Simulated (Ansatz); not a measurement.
# Levels of theory for RbBr (wurtzite)

All numbers come from Ansatz 0.2.0. (Calculated; non-magnetic; the phase may be known or hypothetical.)

Wurtzite RbBr (no longer in that coordination), relaxed with r2SCAN. The symmetry is P6_3/mmc (No. 194, hexagonal); a = 5.890 Å, c = 6.870 Å in the conventional setting, 51.61 Å³ an atom. Rb is surrounded by 5 Br at 3.40–3.44 Å; Br is surrounded by 5 Rb at 3.40–3.44 Å. The cell started from the wurtzite prototype, but the relaxation took it to the higher symmetry P6_3/mmc (No. 194), so the name no longer describes it.

Relaxed lattice by functional, symmetry kept:

| functional | k mesh | a (Å) | c (Å) | volume (Å³/atom) |
| --- | --- | --- | --- | --- |
| PBE | 6×6×4 | 5.931 | 6.957 | 52.99 |
| r2SCAN | 6×6×4 | 5.890 | 6.870 | 51.61 |
| PBEsol | 6×6×4 | 5.818 | 6.787 | 49.73 |

Band edges at fixed r2SCAN geometry:
```
  level  k mesh  gap (eV)    kind  edges  least direct gap (eV)       rough cost
    LDA   6×6×4      3.77  direct      Γ                   3.77   6 core-seconds
    PBE   6×6×4      4.06  direct      Γ                   4.06  13 core-seconds
PBE+SOC   6×6×4      3.97  direct      Γ                   3.97  50 core-seconds
 r2SCAN   6×6×4      4.65  direct      Γ                   4.65  19 core-seconds
```
PBE: smearing of 0.02 eV; the others have fixed occupations.
Wave cutoffs: 420 eV, 500 eV (r2SCAN).
Costs come from shared machines and give only the order; PBE's includes the band path. The runs had 2 threads of Arm Neoverse V1 (shared host).

The r2SCAN gap is direct at Γ: 4.65 eV. Spin-orbit coupling changes the PBE gap by -0.09 eV, to 3.97 eV.

For gaps to 0.1 eV, spin-orbit coupling (up to 0.09 eV here) is at the margin. Among these functionals the gap stays direct.

r2SCAN (ground state on 6×6×4): ε∞: 2.04 along x and y, 2.15 along z. Born charges, averaged over directions: Rb +1.08, Br -1.08 e. PBE (ground state on 6×6×4): ε∞: 2.11 along x and y, 2.24 along z. Born charges, averaged over directions: Rb +1.09, Br -1.09 e.

On the PBEsol cell (a = 5.818 Å, c = 6.787 Å), with PBEsol: All optical modes at Γ are real, from 33 to 94 cm⁻¹ without the longitudinal term; this says nothing of other wave vectors. With the long-range field the highest mode reaches 124 cm⁻¹. ε∞: 2.15 along x and y, 2.30 along z. With the ions relaxed, ε⁰ is 3.7 along x and y, 4.4 along z. Born charges, averaged over directions: Rb +1.09, Br -1.09 e.

Only the levels marked +SOC include spin-orbit coupling.
